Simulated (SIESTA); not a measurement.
SnO2 (Cassiterite) in SIESTA: the effect of functional

SnO2 (Cassiterite):

```xyz
6
Lattice="4.7380 0.0000 0.0000 0.0000 4.7380 0.0000 0.0000 0.0000 3.1865" Properties=species:S:1:pos:R:3 pbc="T T T"
Sn    2.3690    2.3690    1.5933
Sn    0.0000    0.0000    0.0000
O     3.8240    0.9140    1.5933
O     3.2830    3.2830    0.0000
O     0.9140    3.8240    1.5933
O     1.4550    1.4550    0.0000
```

Alike in all runs:

```yaml
Program: SIESTA 5.4.2
Task: band structure
Basis: DZP (energy shift 0.003 Ry; two zetas on semicore shells)
Grid_cutoff: 800 Ry
Energy_shift: 0.003 Ry
k_mesh: 6 × 6 × 8
Occupations: fermi-dirac, width 0.05 eV
Spin: no spin polarisation
```

Task: One run gave: gap on the mesh 1.03 eV; pressure 24.0 GPa; largest force 0.36 eV/Å. Which functional did it use?
A. AM05
B. vdW-DF-cx
C. BLYP

Result: C.

```tsv
functional	potentials or basis	gap on the mesh (eV)	pressure (GPa)	largest force (eV/Å)
AM05	PseudoDojo 0.4 standard (PBEsol files)	0.94	11.6	0.20
BLYP	PseudoDojo 0.4 standard (PBE files)	1.03	24.0	0.36
vdW-DF-cx	PseudoDojo 0.4 standard (PBE files)	0.96	13.3	0.28
```

Caveats: the potentials were made for another functional, which shifts forces and pressure; spin-orbit coupling is left out, which moves the levels of the heavy elements; the basis of atomic orbitals isn't converged, which shifts pressures, moduli and gaps.

A k mesh can miss the band edges.

Not every run made on this cell is shown here.
